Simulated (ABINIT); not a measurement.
## BN (P6_3mc): G0W0 with ABINIT, start to end

Aim: the G0W0 gap of BN (P6_3mc) on LDA, step by step.

Method: LDA and many-body steps on it, plane waves, in ABINIT 10.8.3.

The database entry behind the starting cell has ideal inner coordinates that were not refined, so it need not match the best structure at ambient conditions.

**1. Set-up**

Symmetry: P6_3mc, No. 186, hexagonal system. The conventional cell has a = 2.536 Å, b = 2.536 Å, c = 4.199 Å, α = 90.00°, β = 90.00°, γ = 120.00°. Nearest to B lie 4 N at 1.56 to 1.57 Å. N has 4 B at 1.56 to 1.57 Å nearest. Farther neighbours and most contacts between anions are not listed.

The cell and positions come from the Crystallography Open Database and are kept as given unless a step says otherwise. This is not the form that BN usually takes at ambient conditions.

**2. Ground state**

This step: ABINIT 10.8.3; DFT, LDA, plane waves, norm-conserving pseudopotentials.

The ground-state density comes first.

run.abi

```
acell 3*1.0 Angstrom
rprim 
  2.536000000002 -0.000000000000 0.000000000000
  -1.268000000000 2.196240423999 0.000000000000
  0.000000000000 0.000000000000 4.199000000000
ntypat 2
znucl 5 7
natom 4
typat 1 1 2 2
xred 
  0.666666666667 0.333333333333 0.000000000000
  0.333333333333 0.666666666667 0.500000000000
  0.666666666667 0.333333333333 0.375000000000
  0.333333333333 0.666666666667 0.875000000000
pp_dirpath "pseudos"
pseudos "B.upf, N.upf"
ecut 36
ngkpt 9 9 6
nshiftk 1
shiftk 0 0 0
kptopt 1
chksymbreak 0
nband 14
occopt 1
tolvrs 1e-10
nstep 60
prtwf 0
optforces 0
optstress 0
indata_prefix "in"
outdata_prefix "out"
tmpdata_prefix "tmp"
```

Launch:

```bash
$ OMP_NUM_THREADS=1 mpirun -n 4 abinit run.abi > log
```

Numbers of over 12 decimals in the logs are rounded to 6 here.

The program printed:

```text
.Version 10.8.3 of ABINIT. v10.8.2 released Aug 2026.

 Symmetries : space group P6_3 m c (#186); Bravais hP (primitive hexag.)
================================================================================
 Values of the parameters that define the memory need of the present run
     intxc =       0    ionmov =       0      iscf =       7    lmnmax =       4
     lnmax =       4     mgfft =      45  mpssoang =       2    mqgrid =    3001
     natom =       4  nloc_mem =       1    nspden =       1   nspinor =       1
    nsppol =       1      nsym =      12    n1xccc =    2501    ntypat =       2
    occopt =       1   xclevel =       1
-    mband =          14        mffmem =           1         mkmem =          12
       mpw =        1665          nfft =       32805          nkpt =          48
================================================================================
  Rough estimation (10% accuracy) of disk space for files :
================================================================================

--------------------------------------------------------------------------------
------------- Echo of variables that govern the present computation ------------
--------------------------------------------------------------------------------
 -outvars: echo values of preprocessed input variables --------
            acell      1.8897261259E+00  1.8897261259E+00  1.8897261259E+00 Bohr

      chksymbreak           0
             ecut      3.60000000E+01 Hartree
-          fftalg         312

              ixc       -1012
              kpt      0.00000000E+00  0.00000000E+00  0.00000000E+00
                       1.11111111E-01  0.00000000E+00  0.00000000E+00
                       2.22222222E-01  0.00000000E+00  0.00000000E+00
                       3.33333333E-01  0.00000000E+00  0.00000000E+00
                       4.44444444E-01  0.00000000E+00  0.00000000E+00
                       1.11111111E-01  1.11111111E-01  0.00000000E+00
                       2.22222222E-01  1.11111111E-01  0.00000000E+00
                       3.33333333E-01  1.11111111E-01  0.00000000E+00
                       4.44444444E-01  1.11111111E-01  0.00000000E+00
   [... 37 further rows ...]
                       3.33333333E-01  2.22222222E-01  5.00000000E-01
                       3.33333333E-01  3.33333333E-01  5.00000000E-01
         kptrlatt        9    0    0      0    9    0      0    0    6
          kptrlen      4.31311091E+01
P           mkmem          12
            natom           4
            nband          14
            ngfft          27      27      45
             nkpt          48
            nstep          60
             nsym          12
           ntypat           2
              occ      2.000000  2.000000  2.000000  2.000000  2.000000  2.000000
                       2.000000  2.000000  0.000000  0.000000  0.000000  0.000000
                       0.000000  0.000000
        optforces           0
        optstress           0
            prtwf           0
            rprim      2.5360000000E+00 -0.0000000000E+00  0.0000000000E+00
[...]
spgroup         186

           tolvrs      1.00000000E-10

             xred      6.6666666667E-01  3.3333333333E-01 -1.9428902931E-16
[...]
znucl        5.00000    7.00000

================================================================================

 chkinp: Checking input parameters for consistency.

================================================================================
== DATASET  1 ==================================================================
-   mpi_nproc: 4, omp_nthreads: 1 (-1 if OMP is not activated)

--- !DatasetInfo
iteration_state: {dtset: 1, }
dimensions: {natom: 4, nkpt: 48, mband: 14, nsppol: 1, nspinor: 1, nspden: 1, mpw: 1665, }
cutoff_energies: {ecut:  36.0, pawecutdg:  -1.0, }
electrons: {nelect:   1.60000000E+01, charge:   0.00000000E+00, occopt:   1.00000000E+00, tsmear:   1.00000000E-02, }

 Real(R)+Recip(G) space primitive vectors, cartesian coordinates (Bohr,Bohr^-1):
 R(1)=  4.7923455  0.0000000  0.0000000  G(1)=  0.2086661  0.1204734  0.0000000
 R(2)= -2.3961727  4.1502929  0.0000000  G(2)=  0.0000000  0.2409468  0.0000000
 R(3)=  0.0000000  0.0000000  7.9349600  G(3)=  0.0000000  0.0000000  0.1260246
 Unit cell volume ucvol=  1.5782348E+02 bohr^3
 Angles (23,13,12)=  9.00000000E+01  9.00000000E+01  1.20000000E+02 degrees

 getcut: wavevector=  0.0000  0.0000  0.0000  ngfft=  27  27  45
         ecut(hartree)=     36.000   => boxcut(ratio)=   2.01065

--- Pseudopotential description ------------------------------------------------
- B Generated using ONCVPSP code by D. R. Hamann
-  5.00000   3.00000  180309                  znucl, zion, pspdat
12 -1012 1 -1 1498                            pspcod,pspxc,lmax,lloc,mmax
     nproj     2     2
  pspatm : epsatm=    3.19369156
         --- l  ekb(1:nproj) -->
[...]
pspatm: atomic psp has been read  and splines computed

- N Generated using ONCVPSP code by D. R. Hamann
-  7.00000   5.00000  180309                  znucl, zion, pspdat
12 -1012 1 -1 1058                            pspcod,pspxc,lmax,lloc,mmax
     nproj     2     2
  pspatm : epsatm=    5.30777321
         --- l  ekb(1:nproj) -->
[...]
pspatm: atomic psp has been read  and splines computed

   2.72046872E+02                                ecore*ucvol(ha*bohr**3)
--------------------------------------------------------------------------------

_setup2: Arith. and geom. avg. npw (full set) are    1627.907    1627.882

================================================================================

--- !BeginCycle
iteration_state: {dtset: 1, }
solver: {iscf: 7, nstep: 60, nline: 4, wfoptalg: 0, }
tolerances: {tolvrs: 1.00E-10, }

     iter   Etot(hartree)      deltaE(h)  residm     vres2
 ETOT  1  -26.753998334877    -2.675E+01 9.227E-02 2.110E+02
 ETOT  2  -26.787050532077    -3.305E-02 3.265E-02 1.387E+02
 ETOT  3  -26.847972627783    -6.092E-02 7.198E-03 1.182E+00
 ETOT  4  -26.848478265199    -5.056E-04 6.283E-03 4.665E-03
 ETOT  5  -26.848479727535    -1.462E-06 2.558E-03 3.618E-05
 ETOT  6  -26.848479737227    -9.692E-09 1.812E-03 7.827E-07
 ETOT  7  -26.848479737475    -2.485E-10 1.859E-03 2.309E-08
 ETOT  8  -26.848479737482    -6.875E-12 1.260E-03 7.618E-11

 At SCF step    8       vres2   =  7.62E-11 < tolvrs=  1.00E-10 =>converged.

--- !ResultsGS
iteration_state: {dtset: 1, }
comment   : Summary of ground state results
lattice_vectors:
- [  4.7923455,  -0.0000000,   0.0000000, ]
- [ -2.3961727,   4.1502929,   0.0000000, ]
- [  0.0000000,   0.0000000,   7.9349600, ]
lattice_lengths: [   4.79235,    4.79235,    7.93496, ]
lattice_angles: [ 90.000,  90.000, 120.000, ] # degrees, (23, 13, 12)
lattice_volume:   1.5782348E+02
convergence: {deltae: -6.875E-12, res2:  7.618E-11, residm:  1.260E-03, diffor:  0.000E+00, }
etotal    :  -2.68484797E+01
entropy   :   0.00000000E+00
fermie    :   3.04594368E-01
cartesian_stress_tensor: null
pressure_GPa: null
xred      :
- [  6.6667E-01,   3.3333E-01,  -1.9429E-16,  B]
- [  3.3333E-01,   6.6667E-01,   5.0000E-01,  B]
- [  6.6667E-01,   3.3333E-01,   3.7500E-01,  N]
- [  3.3333E-01,   6.6667E-01,   8.7500E-01,  N]
cartesian_forces: null
force_length_stats: {min: null, max: null, mean: null, }

 Integrated electronic density in atomic spheres:
 ------------------------------------------------
 Atom  Sphere_radius  Integrated_density
[...]
4        2.00000          5.73865366
================================================================================

 ----iterations are completed or convergence reached----

 Mean square residual over all n,k,spin=   86.981E-07; max=  12.603E-04
 reduced coordinates (array xred) for    4 atoms
       0.666666666667      0.333333333333     -0.000000000000
       0.333333333333      0.666666666667      0.500000000000
       0.666666666667      0.333333333333      0.375000000000
       0.333333333333      0.666666666667      0.875000000000
 rms dE/dt=  0.0000E+00; max dE/dt=  0.0000E+00; dE/dt below (all hartree)
    1       0.000000000000      0.000000000000      0.000000000000
    2       0.000000000000      0.000000000000      0.000000000000
    3       0.000000000000      0.000000000000      0.000000000000
    4       0.000000000000      0.000000000000      0.000000000000

 cartesian coordinates (angstrom) at end:
    1      1.268000     0.732080    -0.000000
    2      6.7e-13     1.464160     2.099500
    3      1.268000     0.732080     1.574625
    4      6.7e-13     1.464160     3.674125
 length scales=  1.889726125908  1.889726125908  1.889726125908 bohr
              =  1.000000000000  1.000000000000  1.000000000000 angstroms
 prteigrs : about to open file out_EIG
 Fermi (or HOMO) energy (hartree) =   0.30459   Average Vxc (hartree)=  -0.48701
 Eigenvalues (hartree) for nkpt=  48  k points:
 kpt#   1, nband= 14, wtk=  0.00206, kpt=  0.0000  0.0000  0.0000 (reduced coord)
  -0.44306   -0.28633   -0.10071    0.22589    0.22589    0.29532    0.30459    0.30459
   0.61226    0.61226    0.61925    0.66537    0.70962    0.74237
 prteigrs : prtvol=0 or 1, do not print more k-points.

--- !EnergyTerms
iteration_state     : {dtset: 1, }
comment             : Components of total free energy in Hartree
kinetic             :  1.89532555063184E+01
hartree             :  3.55931797174719E+00
xc                  : -8.71888264913573E+00
Ewald energy        : -2.63954347709457E+01
psp_core            :  1.72374147277214E+00
local_psp           : -1.36270921860500E+01
non_local_psp       : -2.34338508218858E+00
total_energy        : -2.68484797374823E+01
total_energy_eV     : -7.30584352254025E+02
band_energy         :  1.58761931216408E-01

== END DATASET(S) ==============================================================
================================================================================

 -outvars: echo values of variables after computation  --------
           etotal     -2.6848479737E+01
            nband          14
             nkpt          48
          spgroup         186
 [... the other variables as echoed above ...]

 Calculation completed.
```

Run time: 9.5 s. Hardware: 4 MPI ranks of Arm Neoverse V1, shared host; peak memory 0.26 GiB.

This step gave:

```
total energy               : -730.5844 eV
gap                        : 5.052 eV
k of the valence top       : 0, 0, 0
k of the conduction bottom : 0.3333, 0.3333, 0
least direct gap           : 8.286 eV
```

The gap is indirect, with the least direct gap 3.23 eV higher.

(Part 1 of 3 ends here.)

[Paths, hosts, dates, memory and timing lines, banners, echoed tables and standing remarks are left out of the program output.]

[Logs are printed without paths, hosts, clocks, repeated set-up lines and the standing remarks that a program may print on its own settings, such as how far it seeks lower states.]

[Runs of the session that timed out or met a known fault of the program may be left out.]

[Hosts, paths, dates, database ids (printed as entryN), source tags and the programs' standing remarks are cut or masked in the printed files.]

[G0W0 gaps are taken among the corrected bands and points alone; a level outside them can change the order at an edge.]

[Where Ansatz stands beside ABINIT at settings called matched, ABINIT's density can come from a denser mesh and the files from another edition; pairs whose starting gaps differed by over 0.03 eV were left out, so agreement reads better than it is.]
